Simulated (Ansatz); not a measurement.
Input, command and steps of an Ansatz relaxation.

```yaml
crystal:
  lattice:
    - [0.0, 0.0, -4.484223826]
    - [2.7748241474, 4.8061364054, 0.0]
    - [2.7748241475, -4.8061364054, 0.0]
  atoms:
    - { symbol: Re, position: [0.75, 0.1666666667, 0.3333333333] }
    - { symbol: Re, position: [0.75, 0.1666666667, 0.8333333333] }
    - { symbol: Re, position: [0.75, 0.6666666667, 0.3333333333] }
    - { symbol: Re, position: [0.75, 0.6666666667, 0.8333333333] }
    - { symbol: Re, position: [0.25, 0.3333333333, 0.6666666667] }
    - { symbol: Re, position: [0.25, 0.3333333333, 0.1666666667] }
    - { symbol: Re, position: [0.25, 0.8333333333, 0.6666666667] }
    - { symbol: Re, position: [0.25, 0.8333333333, 0.1666666667] }
basis:
  ecutwfc: 420
kpoints:
  mp_grid: { grid: [8, 12, 12] }
hamiltonian:
  xc: pbe
scf:
  occupations: { method: gaussian, width: 0.1 }
output:
  forces: true
  stress: true
  eigenvalues: true
relax:
  adjacent_minimum: "off"
  f_tol: 0.015
  max_steps: 60
  cell: { stress_tol: 0.15 }
```

```bash
ansatz run input.yaml --threads 1 --pin off --max-ram 2560MiB --backend cpu --events-out ev --progress --plain --runs-dir out
```

These are results of Ansatz, DFT PBE, scalar-relativistic, plane waves, PAW, not measurements.

Of 4 frames 3 are shown, positions in Å and forces in eV/Å; the SCF threshold varies from step to step. Steps run on the plane waves of an earlier cell, with a Pulay correction in the pressure. The basis is chosen afresh for the last frame, the zero of the energies, and at times for earlier ones too; energy and pressure step there, also at an unchanged geometry. The mark taken_back stands on steps that the optimiser undid.

```xyz
8
Lattice="0.0000 0.0000 -4.4842 2.7748 4.8061 0.0000 2.7748 -4.8061 0.0000" Properties=species:S:1:pos:R:3:forces:R:3 pbc="T T T" step=1 free_energy_over_end_meV_per_atom=0.01 pressure_GPa=0.06
Re    1.3874   -0.8010   -3.3632    0.0000    0.0000    0.0000
Re    2.7748   -3.2041   -3.3632    0.0000    0.0000    0.0000
Re    2.7748    1.6020   -3.3632    0.0000    0.0000    0.0000
Re    4.1622   -0.8010   -3.3632    0.0000    0.0000    0.0000
Re    2.7748   -1.6020   -1.1211    0.0000    0.0000    0.0000
Re    1.3874    0.8010   -1.1211    0.0000    0.0000    0.0000
Re    4.1622    0.8010   -1.1211    0.0000    0.0000    0.0000
Re    2.7748    3.2041   -1.1211    0.0000    0.0000    0.0000
8
Lattice="0.0000 0.0000 -4.4925 2.7730 4.8030 0.0000 2.7730 -4.8030 0.0000" Properties=species:S:1:pos:R:3:forces:R:3 pbc="T T T" step=2 free_energy_over_end_meV_per_atom=0.04 pressure_GPa=-0.13 taken_back
Re    1.3865   -0.8005   -3.3694    0.0000    0.0000    0.0000
Re    2.7730   -3.2020   -3.3694    0.0000    0.0000    0.0000
Re    2.7730    1.6010   -3.3694    0.0000    0.0000    0.0000
Re    4.1595   -0.8005   -3.3694    0.0000    0.0000    0.0000
Re    2.7730   -1.6010   -1.1231    0.0000    0.0000    0.0000
Re    1.3865    0.8005   -1.1231    0.0000    0.0000    0.0000
Re    4.1595    0.8005   -1.1231    0.0000    0.0000    0.0000
Re    2.7730    3.2020   -1.1231    0.0000    0.0000    0.0000
8
Lattice="0.0000 0.0000 -4.4873 2.7741 4.8048 0.0000 2.7741 -4.8048 0.0000" Properties=species:S:1:pos:R:3:forces:R:3 pbc="T T T" step=4 free_energy_over_end_meV_per_atom=0.00 pressure_GPa=0.00
Re    1.3870   -0.8008   -3.3655    0.0000    0.0000    0.0000
Re    2.7741   -3.2032   -3.3655    0.0000    0.0000    0.0000
Re    2.7741    1.6016   -3.3655    0.0000    0.0000    0.0000
Re    4.1611   -0.8008   -3.3655    0.0000    0.0000    0.0000
Re    2.7741   -1.6016   -1.1218    0.0000    0.0000    0.0000
Re    1.3870    0.8008   -1.1218    0.0000    0.0000    0.0000
Re    4.1611    0.8008   -1.1218    0.0000    0.0000    0.0000
Re    2.7741    3.2032   -1.1218    0.0000    0.0000    0.0000
```

The run took 3.1 min on 1 thread of Arm Neoverse V1, with other jobs on the host, peak memory 0.78 GiB.

Spin–orbit coupling is left out, which can shift energies with elements as heavy as these.